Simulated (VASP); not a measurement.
# PtS2 (P-3m1) in VASP: a series of runs, part 2 of 2

VASP 6.6.1. Earlier steps stand in the parts before.

## Step 3: Relaxation of cell and atoms, PBE

File INCAR:

```
SYSTEM = PtS2
ALGO = Normal
EDIFF = 1E-7
EDIFFG = -0.02
ENCUT = 600
GGA = PE
IBRION = 2
ISIF = 3
ISMEAR = -1
LASPH = .True.
LCHARG = .False.
LREAL = .False.
LWAVE = .False.
NELM = 60
NSW = 40
PREC = Accurate
SIGMA = 0.05
```

File KPOINTS:

```
k-points
0
Gamma
  9 9 5
  0 0 0
```

File POSCAR:

```
PtS2
1.0
    3.5432000000      0.0000000000      0.0000000000
   -1.7716000000      3.0685012107      0.0000000000
    0.0000000000      0.0000000000      5.0388000000
Pt S
1 2
Direct
    0.0000000000      0.0000000000      0.0000000000
    0.6666666667      0.3333333333      0.7730000000
    0.3333333333      0.6666666667      0.2270000000
```

Potentials or basis: VASP PAW PBE potentials, release 54 (Pt, S).

Launch:

```bash
> cat potpaw_PBE.54/Pt/POTCAR potpaw_PBE.54/S/POTCAR > POTCAR
> mpirun -np 1 vasp_std > vasp.out
```

OUTCAR:

```text
SYSTEM = PtS2
   EDIFF = 1E-7
   EDIFFG = -0.02
   ENCUT = 600
   GGA = PE
   IBRION = 2
   ISIF = 3
   ISMEAR = -1
   LASPH = .True.
   LREAL = .False.
   NELM = 60
   NSW = 40
   PREC = Accurate

 ion  position               nearest neighbor table
   1  0.000  0.000  0.000-   2 2.34   3 2.34   2 2.34   3 2.34   2 2.34   3 2.34
   2  0.667  0.333  0.773-   1 2.34   1 2.34   1 2.34
   3  0.333  0.667  0.227-   1 2.34   1 2.34   1 2.34

  LATTYP: Found a hexagonal cell.
 ALAT       =     3.5432000000
 C/A-ratio  =     1.4221043125

  Lattice vectors:

 A1 = (   3.5432000000,   0.0000000000,   0.0000000000)
 A2 = (  -1.7716000000,   3.0685012107,   0.0000000000)
 A3 = (   0.0000000000,   0.0000000000,   5.0388000000)

Analysis of symmetry for initial positions (statically):
=====================================================================
 Subroutine PRICEL returns:
 Original cell was already a primitive cell.

 Routine SETGRP: Setting up the symmetry group for a
 hexagonal supercell.

 Subroutine GETGRP returns: Found 12 space group operations
 (whereof 12 operations were pure point group operations)
 out of a pool of 24 trial point group operations.

The static configuration has the point symmetry D_3d.

Analysis of symmetry for dynamics (positions and initial velocities):
=====================================================================
 Subroutine PRICEL returns:
 Original cell was already a primitive cell.

 Routine SETGRP: Setting up the symmetry group for a
 hexagonal supercell.

 Subroutine GETGRP returns: Found 12 space group operations
 (whereof 12 operations were pure point group operations)
 out of a pool of 24 trial point group operations.

The dynamic configuration has the point symmetry D_3d.

 Subroutine INISYM returns: Found 12 space group operations
 (whereof 12 operations are pure point group operations),
 and found     1 'primitive' translations

[... 112 lines left out ...]
   EFERMI_NEDOS =   21; number of points for ismear=-14 and -15
   IALGO  =     38    algorithm
   IMIX   =      4    mixing-type and parameters
     AMIX     =   0.40;   BMIX     =  1.00
     AMIX_MAG =   1.60;   BMIX_MAG =  1.00
  volume/ion in A,a.u.               =      18.26       123.23
  Fermi-wavevector in a.u.,A,eV,Ry     =   1.207812  2.282434 19.848315  1.458810
  Thomas-Fermi vector in A             =   2.343439
   LORBIT       =      0    0 simple, 1 ext, 2 COOP (PROOUT), +10 PAW based schemes
   GGA     = PE    functional components
   LHFCALC =     F    Hartree Fock is set to
   AEXX    =    0.0000 exact exchange contribution
   IVDW    =     0    specifies the selected vdW correction
   LEPSILON=     F    determine dielectric tensor
   LRPA    =     F    only Hartree local field effects (RPA)
 conjugate gradient relaxation of ions
 non-spin polarized calculation
  energy-cutoff  :      600.00
  volume of cell :       54.78
 maximum number of plane-waves:      1863
   NGX = 15   NGY = 15   NGZ = 21

--------------------------------------- Ionic step        1  -------------------------------------------

 number of electron      22.0000001 magnetization

 Free energy of the ion-electron system (eV)
  ---------------------------------------------------
  ext. energy  EPLUGINS =         0.00000000
  ---------------------------------------------------
  free energy    TOTEN  =       -15.27196530 eV

  energy without entropy =      -15.27196147  energy(sigma->0) =      -15.27196338

------------------------ aborting loop because EDIFF is reached ----------------------------------------

  FORCE on cell =-STRESS in cart. coord.  units (eV):
  Direction    XX          YY          ZZ          XY          YZ          ZX
  --------------------------------------------------------------------------------------
  -------------------------------------------------------------------------------------
  Total        3.9751980      3.9751980      3.4686361      0.0000000      0.0000000      0.0000000
  in kB      116.2573076    116.2573076    101.4425693      0.0000000      0.0000000      0.0000000
  external PRESSURE =     111.3190615 kB  Pullay stress =       0.0000000 kB
[... 524 lines left out ...]
      4      -0.3259      2.00000
      5       0.2774      2.00000
      6       0.7383      2.00000
      7       1.4263      2.00000
      8       2.6646      2.00000
      9       3.9176      2.00000
     10       4.0769      2.00000
     11       5.0790      2.00000
     12       6.4523      0.00001
     13       7.2493      0.00000
     14      11.1528      0.00000
     15      12.9791      0.00000

 [... further k-points ...]

[... ionic steps 4 to 16 ...]

--------------------------------------- Ionic step       17  -------------------------------------------

 number of electron      22.0000001 magnetization

 E-fermi :   4.7920     XC(G=0):  -9.4485
[... 510 lines left out ...]
--------------------------------------- Ionic step       19  -------------------------------------------

 number of electron      22.0000004 magnetization

 Free energy of the ion-electron system (eV)
  ---------------------------------------------------
  ext. energy  EPLUGINS =         0.00000000
  ---------------------------------------------------
  free energy    TOTEN  =       -15.46049203 eV

  energy without entropy =      -15.46049198  energy(sigma->0) =      -15.46049200

 E-fermi :   4.2008     XC(G=0):  -9.0892

 val. band max:        3.4151521556   @ k =   0.0000   0.2222   0.2000
 cond. band min:       4.9278346258   @ k =   0.0000   0.2222   0.4000
 fundamental gap:      1.5126824701
 Fermi energy:         4.2007860252
[... 462 lines left out ...]
  FREE ENERGIE OF THE ION-ELECTRON SYSTEM (eV)
  ---------------------------------------------------
  free  energy   TOTEN  =       -15.4604920255 eV

  energy  without entropy=      -15.4604919789  energy(sigma->0) =      -15.46049200

 reached required accuracy - stopping structural energy minimisation
```

OSZICAR:

```text
N       E                     dE             d eps       ncg     rms          rms(c)
DAV:   1     0.129504883350E+03    0.12950E+03   -0.11505E+04  1516   0.147E+03
DAV:   2    -0.107185356870E+02   -0.14022E+03   -0.13720E+03  1878   0.266E+02
DAV:   3    -0.166052471075E+02   -0.58867E+01   -0.58595E+01  1997   0.579E+01
[... 221 lines left out ...]
DAV:   7    -0.154604670885E+02   -0.89938E-04   -0.30062E-04  1682   0.141E-01    0.566E-02
DAV:   8    -0.154604824748E+02   -0.15386E-04   -0.28829E-05  2011   0.509E-02    0.332E-02
DAV:   9    -0.154604906659E+02   -0.81912E-05   -0.95273E-06  1689   0.231E-02    0.566E-03
DAV:  10    -0.154604916371E+02   -0.97116E-06   -0.20800E-06  2067   0.133E-02    0.459E-03
DAV:  11    -0.154604920649E+02   -0.42786E-06   -0.30330E-07  1760   0.430E-03    0.222E-03
DAV:  12    -0.154604920255E+02    0.39457E-07   -0.34068E-08  1534   0.159E-03
  19 F= -.15460492E+02 E0= -.15460492E+02  d E =-.327747E-02
```

CONTCAR:

```text
PtS2
   1.00000000000000
     3.5746946240615753   -0.0000000000000000   -0.0000000000000000
    -1.7873473120307877    3.0957763552202127    0.0000000000000002
    -0.0000000000000001    0.0000000000000001    6.2942581317701318
  Pt              S
     1     2
Direct
     0.0000000000000000    1.0000000000000000    0.0000000000000000
     0.6666666667000030    0.3333333332999970    0.8053268809954447
     0.3333333332999970    0.6666666667000030    0.1946731190045553

  0.00000000E+00  0.00000000E+00  0.00000000E+00
  0.00000000E+00  0.00000000E+00  0.00000000E+00
  0.00000000E+00  0.00000000E+00  0.00000000E+00
```

It took 5.7 min on 1 thread of AMD EPYC 9R45 (Zen 5), shared host; peak memory 0.19 GiB.

What came out:

```
Free energy                            : -15.4605 eV
Relaxed volume                         : 23.22 Å³/atom
Relaxed cell                           : a = 3.575 Å, b = 3.575 Å, c = 6.294 Å, α = 90.00°, β = 90.00°, γ = 120.00°
Space group after relaxing (to 0.05 Å) : P-3m1 (No. 164)
Energy gained by relaxing              : 62.8 meV/atom
Ionic steps                            : 19
Pressure after relaxing                : 0.0 GPa
Band gap on the k mesh                 : 1.51 eV, indirect (least direct gap 1.54 eV)
```

The path:
```
step  energy change (eV)  largest force (eV/Å)  pressure (GPa)  volume (Å³)
   1              0.0000                1.2127           11.13        54.78
   2              0.2409                1.3967          -12.60        65.47
   3             -0.1406                0.0194           -0.43        58.46
   4             -0.1408                0.0568           -0.08        58.33
   5             -0.1408                0.0766            0.10        58.25
   6             -0.1481                0.0024            0.19        58.34
   7             -0.1529                0.1436            0.34        58.47
   8             -0.1559                0.1629            0.07        58.91
   9             -0.1627                0.2163           -0.68        60.23
  10             -0.1688                0.3089           -1.86        62.89
  11             -0.1694                0.3025           -1.82        62.95
  12             -0.1713                0.2834           -1.67        63.11
  13             -0.1748                0.2438           -1.37        63.44
  14             -0.1803                0.1596           -0.76        64.09
  15             -0.1852                0.0264            0.57        65.38
  16             -0.1852                0.0399            0.67        65.47
  17             -0.1859                0.0333            0.57        65.89
  18             -0.1875                0.0172            0.32        67.14
  19             -0.1885                0.0002           -0.04        69.66
```

Final structure:
```
Pt S
1.0
     3.57469    0.00000    0.00000
    -1.78735    3.09578    0.00000
     0.00000    0.00000    6.29426
Pt S
1 2
Direct
  0.00000 0.00000 0.00000
  0.66667 0.33333 0.80533
  0.33333 0.66667 0.19467
```

Caveat: the volume moved by over 15 % at a fixed basis, so the end points are rough; spin-orbit coupling is left out, which moves the levels of the heavy elements; an odd mesh through Γ misses points on the zone boundary, where band edges often lie; this functional lacks dispersion, which binds the layers, so the pressure and a relaxed spacing across them are unreliable, and here the layers came unbound; the volume moved by +27 % from the deposited cell, more than functionals usually miss.

## Step 4: The reference run

An earlier run on the cell as given: functional PBEsol; potentials or basis VASP PAW PBE potentials, release 64 (Pt, S); cutoff 520 eV; k mesh 9 × 9 × 5; occupations fermi-dirac, width 0.05 eV; no spin polarisation.

- Pressure: 6.1 GPa
- Largest force: 0.930 eV/Å
- Band gap on the k mesh: 0.96 eV, indirect (least direct gap 1.00 eV)

## Step 5: The runs side by side

| task | level | potentials or basis | cell | cutoff (eV) | ladder | gap on the mesh (eV) | pressure (GPa) | relaxed volume (Å³/atom) |
| --- | --- | --- | --- | --- | --- | --- | --- | --- |
| relaxation of cell and atoms | PBE | VASP PAW PBE potentials, release 64 (Pt, S_h) | relaxed | 980 | - | 1.54 | 0.0 | 23.55 |
| relaxation of cell and atoms | PBE | VASP PAW PBE potentials, release 54 (Pt, S) | relaxed | 600 | - | 1.51 | 0.0 | 23.22 |
| single point | PBEsol | VASP PAW PBE potentials, release 64 (Pt, S) | as given | 520 | free | 0.96 | 6.1 | - |

Alike in all rows: no spin polarisation; k mesh 9 × 9 × 5; smearing fermi-dirac 0.05 eV.

Caveats: spin-orbit coupling is left out, which moves the levels of the heavy elements; an odd mesh through Γ misses points on the zone boundary, where band edges often lie; the volume moved by over 15 % at a fixed basis, so the end points are rough (some runs); this functional lacks dispersion, which binds the layers, so the pressure and a relaxed spacing across them are unreliable, and here the layers came unbound (some runs); the volume moved by +29 % from the deposited cell, more than functionals usually miss (some runs); the volume moved by +27 % from the deposited cell, more than functionals usually miss (some runs); the PAW data sets were made with another functional, which shifts forces and pressure a little (some runs).

Absolute energies hang on the potentials; compare differences alone.
